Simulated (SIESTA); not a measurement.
**SnO2 (Cassiterite) under changes of volume**

One of the cells (11.922 Å³/atom); the others are scaled copies at fixed shape and fractional positions:

```
Sn O
1.0
     4.73800    0.00000    0.00000
     0.00000    4.73800    0.00000
     0.00000    0.00000    3.18650
Sn O
2 4
Direct
  0.50000 0.50000 0.50000
  0.00000 0.00000 0.00000
  0.80710 0.19290 0.50000
  0.69290 0.69290 0.00000
  0.19290 0.80710 0.50000
  0.30710 0.30710 0.00000
```

```yaml
Program: SIESTA 5.4.2
Functional: LDA
Potentials_or_basis: PseudoDojo 0.4 standard (LDA files)
Basis: DZP (energy shift 0.003 Ry; two zetas on semicore shells)
Grid_cutoff: 800 Ry
Energy_shift: 0.003 Ry
k_mesh: 4 × 4 × 6
Occupations: fermi-dirac, width 0.05 eV
Spin: no spin polarisation
```

```tsv
volume (Å³/atom)	energy over the lowest point (meV/atom)	pressure (GPa)	gap on the mesh (eV)	largest force (eV/Å)
11.207	62.00	21.5	1.66	0.456
11.445	?	?	?	?
11.684	15.65	10.1	1.15	0.246
11.922	4.39	5.2	0.91	0.155
12.161	0.00	0.9	0.68	0.068
12.399	1.71	-3.0	0.46	0.010
12.637	8.85	-6.5	0.26	0.081
```

Q: What does the run at 11.445 Å³/atom give?

A: Energy over the lowest point 34.57 meV/atom; pressure 15.5 GPa; gap on the mesh 1.40 eV; largest force 0.347 eV/Å.

Worked out: A Birch-Murnaghan fit of order 3 (a polynomial in V^(-2/3)) to the other rows has its minimum at 12.21 Å³/atom with B0 = V·E''(V) = 205 GPa and B' = 4.7 at fixed shape and positions, which overstates the stiffness. It gives 34.58 meV/atom at 11.445 Å³/atom, against the run's 34.57, and -dE/dV = 15.5 GPa, against 15.5. A parabola through the other rows of the gap, of slope -12.3 eV per unit of ln V (its deformation potential) there, gives 1.40 eV, against the run's 1.40.

Energies are extrapolated to zero smearing.

Caveats: spin-orbit coupling is left out, which moves the levels of the heavy elements; the basis of atomic orbitals isn't converged, which shifts pressures, moduli and gaps.
